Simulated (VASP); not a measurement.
# SnTe (F-43m) in VASP: further runs

One crystal, SnTe, is run at these levels: PBE; tasks: G0W0 quasiparticle levels.

All numbers are computed with VASP 6.6.1; they aren't measurements. Logs are shortened: lines on timing, memory, paths and dates and some standing lists are left out, and cuts for length are marked.

## Step 1: The crystal as given

It takes space group F-43m (No. 216, cubic). The conventional cell has a = 7.222 Å, b = 7.222 Å, c = 7.222 Å, α = 90.00°, β = 90.00°, γ = 90.00°. Around Te (site symmetry -43m) lie 4 Sn at 3.13 Å. Sn (site symmetry -43m) has 4 Te at 3.13 Å as nearest neighbours.

Measurements of this composition are mostly on another form, of space group No. 225.

## Step 2: G0W0 quasiparticle levels, PBE

The input, POSCAR:

```
SnTe
1.0
    0.0000000000      3.6111460000      3.6111460000
    3.6111460000      0.0000000000      3.6111460000
    3.6111460000      3.6111460000      0.0000000000
Te Sn
1 1
Direct
    0.2500000000      0.2500000000      0.2500000000
    0.0000000000      0.0000000000      0.0000000000
```

The input, INCAR.step1:

```
SYSTEM = SnTe
ALGO     = Fast           ! electronic algorithm
EDIFF    = 1E-8           ! SCF threshold, eV
ENCUT    = 400            ! plane-wave cutoff, eV
GGA      = PE             ! functional
ISMEAR   = 0              ! smearing method
LASPH    = .True.         ! aspherical terms in the spheres
LCHARG   = .False.        ! write CHGCAR
LREAL    = .False.        ! projectors in reciprocal space
LWAVE    = .True.         ! write WAVECAR
NELM     = 80             ! most SCF steps
PREC     = Accurate       ! precision mode
SIGMA    = 0.01           ! smearing width, eV
```

The input, INCAR.step2:

```
SYSTEM = SnTe
ALGO     = Exact          ! electronic algorithm
EDIFF    = 1E-8           ! SCF threshold, eV
ENCUT    = 400            ! plane-wave cutoff, eV
GGA      = PE             ! functional
ISMEAR   = 0              ! smearing method
ISTART   = 1            
LASPH    = .True.         ! aspherical terms in the spheres
LCHARG   = .False.        ! write CHGCAR
LOPTICS  = .True.         ! frequency-dependent dielectric function
LREAL    = .False.        ! projectors in reciprocal space
LWAVE    = .True.         ! write WAVECAR
NBANDS   = 123            ! bands
NELM     = 1              ! most SCF steps
PREC     = Accurate       ! precision mode
SIGMA    = 0.01           ! smearing width, eV
```

The input, INCAR.step3:

```
SYSTEM = SnTe
ALGO     = EVGW0          ! electronic algorithm
EDIFF    = 1E-8           ! SCF threshold, eV
ENCUT    = 400            ! plane-wave cutoff, eV
ENCUTGW  = 150            ! cutoff of the response function
GGA      = PE             ! functional
ISMEAR   = 0              ! smearing method
ISTART   = 1            
LASPH    = .True.         ! aspherical terms in the spheres
LCHARG   = .False.        ! write CHGCAR
LREAL    = .False.        ! projectors in reciprocal space
LWAVE    = .False.        ! write WAVECAR
NBANDS   = 123            ! bands
NBANDSGW = 18           
NELMGW   = 1            
NOMEGA   = 48             ! frequency points
PREC     = Accurate       ! precision mode
PRECFOCK = Fast         
SIGMA    = 0.01           ! smearing width, eV
```

The input, KPOINTS:

```
k-points
0
Gamma
  2 2 2
  0 0 0
```

Potentials or basis: VASP PAW PBE potentials, release 64 (Te_GW, Sn_d_GW).

Run with:

```bash
$ cat potpaw_PBE.64/Te_GW/POTCAR potpaw_PBE.64/Sn_d_GW/POTCAR > POTCAR
$ cp INCAR.step1 INCAR
$ mpirun -np 1 vasp_std > vasp.out
$ cp INCAR.step2 INCAR
$ mpirun -np 1 vasp_std > vasp.out
$ cp INCAR.step3 INCAR
$ mpirun -np 1 vasp_std > vasp.out
```

OUTCAR:

```text
SYSTEM = SnTe
   EDIFF = 1E-8
   ENCUT = 400
   ENCUTGW = 150
   GGA = PE
   ISMEAR = 0
   ISTART = 1
   LASPH = .True.
   LREAL = .False.
   NELMGW = 1
   PREC = Accurate
   PRECFOCK = Fast

 Found      3 irreducible k-points:

 Following reciprocal coordinates:
            Coordinates               Weight
  0.000000  0.000000  0.000000      1.000000
  0.500000  0.000000  0.000000      4.000000
  0.500000  0.500000  0.000000      3.000000
   k-points           NKPTS =      3   k-points in BZ     NKDIM =      8   number of bands    NBANDS=    123
   number of dos      NEDOS =    301   number of ions     NIONS =      2
   total plane-waves  NPLWV =  46656
   dimension x,y,z NGX =    36 NGY =   36 NGZ =   36
   dimension x,y,z NGXF=    72 NGYF=   72 NGZF=   72
   ions per type =               1   1
   NGX,Y,Z   is equivalent  to a cutoff of  11.72, 11.72, 11.72 a.u.
   NGXF,Y,Z  is equivalent  to a cutoff of  23.44, 23.44, 23.44 a.u.
 SYSTEM =  SnTe
   PREC   = accura    normal or accurate (medium, high low for compatibility)
   ISTART =      1    job   : 0-new  1-cont  2-samecut
   ICHARG =      0    charge: 1-file 2-atom 10-const
   ISPIN  =      1    spin polarized calculation?
   LNONCOLLINEAR =      F non collinear calculations
   LSORBIT =      F    spin-orbit coupling
   LASPH  =      T    aspherical Exc in radial PAW
   ENCUT  =  400.0 eV  29.40 Ry    5.42 a.u.   8.33  8.33  8.33*2*pi/ulx,y,z
   NELM   =     60;   NELMIN=  2; NELMDL=  0     # of ELM steps
   EDIFF  = 0.1E-07   stopping-criterion for ELM
   LREAL  =      F    real-space projection
   EDIFFG = 0.1E-06   stopping-criterion for IOM
   NSW    =      0    number of steps for IOM
   IBRION =     -1    ionic relax: 0-MD 1-quasi-New 2-CG
   NFREE  =      0    steps in history (QN), initial steepest desc. (CG)
   ISIF   =      0    stress and relaxation
   ISYM   =      3    0-nonsym 1-usesym 2-fastsym
   POTIM  = 0.5000    time-step for ionic-motion
   TEBEG  =    0.0;   TEEND  =   0.0 temperature during run
   PSTRESS=    0.0 pullay stress
   NELECT =      20.0000    total number of electrons
   NUPDOWN=      -1.0000    fix difference up-down
   EMIN   =  10.00;   EMAX   =-10.00  energy-range for DOS
   EFERMI =   0.00;   METHOD = LEGACY
   ISMEAR =     0;   SIGMA  =   0.01  broadening in eV -4-tet -1-fermi 0-gaus
   EFERMI_NEDOS =   21; number of points for ismear=-14 and -15
   IALGO  =     38    algorithm
   IMIX   =      4    mixing-type and parameters
     AMIX     =   0.40;   BMIX     =  1.00
     AMIX_MAG =   1.60;   BMIX_MAG =  1.00
  volume/ion in A,a.u.               =      47.09       317.78
  Fermi-wavevector in a.u.,A,eV,Ry     =   0.976704  1.845704 12.979296  0.953951
  Thomas-Fermi vector in A             =   2.107344
   LORBIT       =      0    0 simple, 1 ext, 2 COOP (PROOUT), +10 PAW based schemes
   GGA     = PE    functional components
   LHFCALC =     T    Hartree Fock is set to
   PRECFOCK=fast      Normal, Fast or Accurate (Low or Medium for compatibility)
   ENCUT4O =  -1.0   cutoff for four orbital integrals eV
   NKREDX  =     1    reduce k-point grid by
   NKREDY  =     1    reduce k-point grid by
   NKREDZ  =     1    reduce k-point grid by
   AEXX    =    1.0000 exact exchange contribution
   HFSCREEN=    0.0000 screening length (either q_TF or 0.3 A-1)
   HFSCREENC=   0.0000 screening length for correlation (either q_TF or 0.3 A-1)
   ENCUTFOCK=  -1.0 apply spherical cutoff to Coloumb kernel
   IVDW    =     0    specifies the selected vdW correction
   LEPSILON=     F    determine dielectric tensor
   LRPA    =     F    only Hartree local field effects (RPA)
   LRPAFORCE           =     F    calculate RPA forces
   ENCUTGW             = 150.0    cutoff for response function in eV
   ENCUTGWSOFT         = 120.0    soft cutoff for Coulomb kernel in GW response function in eV
   ENCUTLF             =  -1.0    cutoff for local field effects
   NELMGW              =     1    number of iterations in solving QP/BSE equation
   NELMHF              =     1    number of iterations in the inner HF iteration
   NKREDLFX            =     1    NKREDLFY  =   1   NKREDLFZ  =   1
 non-spin polarized calculation
 Gauss-broadening in eV      SIGMA  =   0.01
  energy-cutoff  :      400.00
  volume of cell :       94.18
 maximum number of plane-waves:      1724
 NGX is ok and might be reduce to    36
  NGX = 18; NGY = 18; NGZ = 18
   NGX = 17   NGY = 17   NGZ = 17
 maximum number of plane-waves:       411

 QP shifts <psi_nk| G(iteration)W_0 |psi_nk>: iteration 1
 for sc-GW calculations column KS-energies equals QP-energies in previous step
 and V_xc(KS)=  KS-energies - (<T + V_ion + V_H > + <T+V_H+V_ion>^1  + <V_x>^1)

 k-point   1 :       0.0000    0.0000    0.0000
  band No.  KS-energies  QP-energies   sigma(KS)   V_xc(KS)     V^pw_x(r,r')   Z            occupation Imag(sigma)

      1     -19.3870     -21.8227     -21.3010     -17.5148     -27.0494       0.6433       2.0000       0.5158
      2     -19.3870     -21.8227     -21.3010     -17.5148     -27.0494       0.6433       2.0000       0.5158
      3     -19.3870     -21.8227     -21.3010     -17.5148     -27.0494       0.6433       2.0000       0.5158
      4     -19.3789     -21.8138     -21.2960     -17.5169     -27.0262       0.6443       2.0000       0.5018
      5     -19.3789     -21.8138     -21.2960     -17.5169     -27.0262       0.6443       2.0000       0.5018
      6      -9.0513      -9.1990     -11.0464     -10.7928     -17.0017       0.5821       2.0000       1.0520
      7      -2.7295      -3.1832     -11.8491     -11.2676     -13.8080       0.7801       2.0000       0.4464
      8       0.5489       0.0038     -11.0631     -10.2937     -12.8209       0.7085       2.0000       0.1478
      9       0.5489       0.0038     -11.0631     -10.2937     -12.8209       0.7085       2.0000       0.1478
     10       0.5489       0.0038     -11.0631     -10.2937     -12.8209       0.7085       2.0000       0.1478
     11       3.4809       3.7266      -8.6694      -9.0100      -5.1772       0.7212       0.0000      -0.1182
     12       3.4809       3.7266      -8.6694      -9.0100      -5.1772       0.7212       0.0000      -0.1182
     13       3.4809       3.7266      -8.6694      -9.0100      -5.1772       0.7212       0.0000      -0.1182
     14       6.5561       6.4436      -5.8471      -5.6987      -2.1395       0.7582       0.0000      -0.1541
     15       8.9598       9.1818      -7.3968      -7.7032      -3.1372       0.7246       0.0000      -0.3155
     16       8.9598       9.1818      -7.3968      -7.7032      -3.1372       0.7246       0.0000      -0.3155
     17      10.0966      10.0080      -6.1409      -6.0194      -1.7159       0.7297       0.0000      -0.4265
     18      10.0966      10.0080      -6.1409      -6.0194      -1.7159       0.7297       0.0000      -0.4265

 k-point   2 :       0.5000    0.0000    0.0000
  band No.  KS-energies  QP-energies   sigma(KS)   V_xc(KS)     V^pw_x(r,r')   Z            occupation Imag(sigma)

      1     -19.3884     -21.8135     -21.2875     -17.5122     -27.0473       0.6424       2.0000       0.5188
      2     -19.3857     -21.8305     -21.2970     -17.5168     -27.0440       0.6467       2.0000       0.5135
      3     -19.3857     -21.8305     -21.2970     -17.5168     -27.0440       0.6467       2.0000       0.5135
      4     -19.3787     -21.8357     -21.2942     -17.5174     -27.0262       0.6505       2.0000       0.5003
      5     -19.3787     -21.8357     -21.2942     -17.5174     -27.0262       0.6505       2.0000       0.5003
      6      -8.5106      -8.7010     -11.3978     -11.0871     -16.9977       0.6126       2.0000       0.9585
      7      -4.5414      -5.1342     -11.2645     -10.4516     -14.3896       0.7292       2.0000       0.6841
      8       0.0165      -0.5262     -10.7926     -10.0121     -12.6313       0.6952       2.0000       0.1710
      9       0.0165      -0.5262     -10.7926     -10.0121     -12.6313       0.6952       2.0000       0.1710
     10       0.4304      -0.0696     -10.0083      -9.3138     -11.0881       0.7200       2.0000       0.1217
     11       4.2868       4.5195      -8.6112      -8.9365      -4.9389       0.7152       0.0000      -0.1623
     12       4.2868       4.5195      -8.6112      -8.9365      -4.9389       0.7152       0.0000      -0.1623
     13       5.8803       6.2414      -9.4579      -9.9537      -5.5402       0.7283       0.0000      -0.2434
     14       8.1169       7.9901      -5.7053      -5.5353      -1.7710       0.7459       0.0000      -0.2028
     15       8.8228       8.9127      -7.1798      -7.3020      -3.0557       0.7350       0.0000      -0.2453
     16       9.3939       9.5299      -7.3594      -7.5448      -2.9181       0.7334       0.0000      -0.3679
     17       9.3939       9.5299      -7.3594      -7.5448      -2.9181       0.7334       0.0000      -0.3679
     18      10.6745      10.8550      -7.6763      -7.9250      -3.0752       0.7258       0.0000      -0.4103

 k-point   3 :       0.5000    0.5000    0.0000
  band No.  KS-energies  QP-energies   sigma(KS)   V_xc(KS)     V^pw_x(r,r')   Z            occupation Imag(sigma)

      1     -19.3905     -21.8060     -21.2777     -17.5085     -27.0385       0.6408       2.0000       0.5249
      2     -19.3844     -21.8399     -21.2985     -17.5197     -27.0476       0.6498       2.0000       0.5102
      3     -19.3844     -21.8399     -21.2985     -17.5197     -27.0476       0.6498       2.0000       0.5102
      4     -19.3790     -21.8057     -21.2922     -17.5167     -27.0236       0.6428       2.0000       0.5007
      5     -19.3790     -21.8057     -21.2922     -17.5167     -27.0236       0.6428       2.0000       0.5007
      6      -8.2904      -8.5011     -11.5577     -11.2170     -17.0085       0.6184       2.0000       0.9290
      7      -4.9057      -5.4718     -11.3067     -10.4519     -14.6070       0.6623       2.0000       0.6449
      8      -0.6390      -1.1913     -10.4244      -9.6190     -12.4041       0.6857       2.0000       0.2024
      9      -0.6390      -1.1913     -10.4244      -9.6190     -12.4041       0.6857       2.0000       0.2024
     10       1.7906       1.2882     -10.2276      -9.5379     -11.1450       0.7284       2.0000       0.0931
     11       2.6045       2.7021      -7.6989      -7.8319      -4.3015       0.7334       0.0000      -0.1106
     12       6.3524       6.7275      -9.6132     -10.1454      -5.3546       0.7047       0.0000      -0.3235
     13       6.3524       6.7275      -9.6132     -10.1454      -5.3546       0.7047       0.0000      -0.3235
     14       7.8341       7.9409      -7.3438      -7.4885      -3.4508       0.7379       0.0000      -0.1950
     15       8.9038       9.0891      -7.6531      -7.9110      -3.3783       0.7188       0.0000      -0.2960
     16      10.7118      10.8742      -7.6629      -7.8897      -3.1812       0.7163       0.0000      -0.3360
     17      10.7118      10.8742      -7.6629      -7.8897      -3.1812       0.7163       0.0000      -0.3360
     18      11.0314      11.2185      -7.6243      -7.8914      -2.9035       0.7008       0.0000      -0.3701
```

It took 61 s on 1 thread of Intel Xeon 6975P-C (Granite Rapids), shared host; peak memory 0.49 GiB.

The run converged, but some of its settings lie outside the range that counts as converged, so its numbers aren't taken as properties of the crystal.

Results:

```
Band gap on the k mesh, mean-field level : 0.81 eV, direct
Quasiparticle gap                        : 1.41 eV
Least direct quasiparticle gap           : 1.41 eV
```

Caveat: the k mesh is coarse (spacing up to 0.75 Å⁻¹), so the values aren't converged; bands, screening cutoff and mesh are small and nothing is extrapolated, so the quasiparticle values aren't converged; spin-orbit coupling is left out, which moves the levels of the heavy elements.

[end of part 1 of 2]
